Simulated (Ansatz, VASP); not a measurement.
## Co: VASP beside Ansatz

```xyz
3
Lattice="3.9624 0.0000 0.0000 -1.9812 3.4315 0.0000 0.0000 0.0000 2.4376" Properties=species:S:1:pos:R:3 pbc="T T T"
Co    0.0000    2.2877    1.2188
Co    0.0000    0.0000    0.0000
Co    1.9812    1.1438    1.2188
```

Alike in both runs: functional PBE; k mesh 15 × 15 × 18; occupations gaussian, width 0.1 eV; collinear spin.

Ansatz relaxed the structure, and its values are those at the end. VASP's run is a single point on that final structure, the one shown.

|  | VASP | Ansatz |
| --- | --- | --- |
| version | VASP 6.6.1 | Ansatz 0.2.0 |
| potentials or method | VASP PAW PBE potentials, release 64 (Co) | scalar-relativistic, plane waves, PAW |
| plane-wave cutoff (eV) | 520 | 420 |
| valence electrons in the cell | 27 | 51 |

Ansatz gave:

| Property | Result |
| --- | --- |
| gap on the k mesh at the Fermi level (eV) | none |
| pressure (GPa) | 0.0 |
| net moment per atom (μB) | 1.65 |
| size of the moment on the site where the two differ most (μB) | 1.67 |

Q: Estimate VASP's values.

A: gap on the k mesh at the Fermi level (eV): none; pressure (GPa): -0.7; net moment per atom (μB): 1.64; size of the moment on the site where the two differ most (μB): 1.61.

Site moments also hang on the region over which each program counts them. A gap of «none» marks a metal or a gap that the smearing closes. The two sets of potentials don't hold the same shells in valence.
